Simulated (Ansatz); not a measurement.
GeTe (alpha-GeTe type, space group R3m)

```yaml
crystal:
  lattice:
    - [4.18701, 2.41737, 7.37359]
    - [-2.09351, 1.20869, 3.68680]
    - [0.00000, -2.41737, 3.68680]
  atoms:
    - { symbol: Ge, position: [0.11592, 0.23184, 0.23184] }
    - { symbol: Ge, position: [0.61592, 0.23184, 0.23184] }
    - { symbol: Te, position: [0.38408, 0.76816, 0.76816] }
    - { symbol: Te, position: [0.88408, 0.76816, 0.76816] }
```

A phonon eigenvector at L = (0.5, 0.0, 0.0) is frozen into this cell: atom i moves by Q times the vector below, so Q is the largest atomic displacement, in Å. The cell is held. (q is in reciprocal vectors of the primitive cell; the cell shown is doubled to hold the pattern.)

| atom | x | y | z |
|---|---|---|---|
| Ge1 | 0.789 | 0.455 | 0.413 |
| Ge2 | -0.789 | -0.455 | -0.413 |
| Te3 | 0.088 | 0.051 | 0.347 |
| Te4 | -0.088 | -0.051 | -0.347 |

Level of theory: r2SCAN (plane waves to 500 eV, PAW, scalar-relativistic; Ansatz, a program for electronic structure). k mesh 5×10×10 (Γ-centred), Fermi-Dirac smearing 0.05 eV. The energy includes the smearing's −TS. GeTe was relaxed with its symmetry unable to fall. Spin-orbit coupling is left out, though Te is heavy. The zero of ΔE is the undisplaced structure.

```csv
Q (Å),ΔE (meV/cell)
-0.2800,804
-0.2333,withheld
-0.1867,362
-0.1400,205
-0.0933,91
-0.0467,23
0.0000,0
0.0467,23
0.0933,91
0.1400,205
0.1867,362
0.2333,withheld
0.2800,804
```

Task: Fit an even polynomial form (powers 2, 4) to the given rows and predict ΔE at Q = -0.2333.

Result: Least squares on the 11 given rows: ΔE = (10500)·Q² + (-3148)·Q⁴, in meV/cell with Q in Å; root-mean-square residual 0.2 meV/cell. At -0.2333 the fit gives 562 meV/cell; the calculation gives 563 meV/cell, so the interpolation is off by -1 (-0.2 %). The quadratic term alone would give 572 meV/cell.

(For displaced atoms, the force is minus the slope of the energy, and its curvature is a force constant, which sets phonon frequencies.)
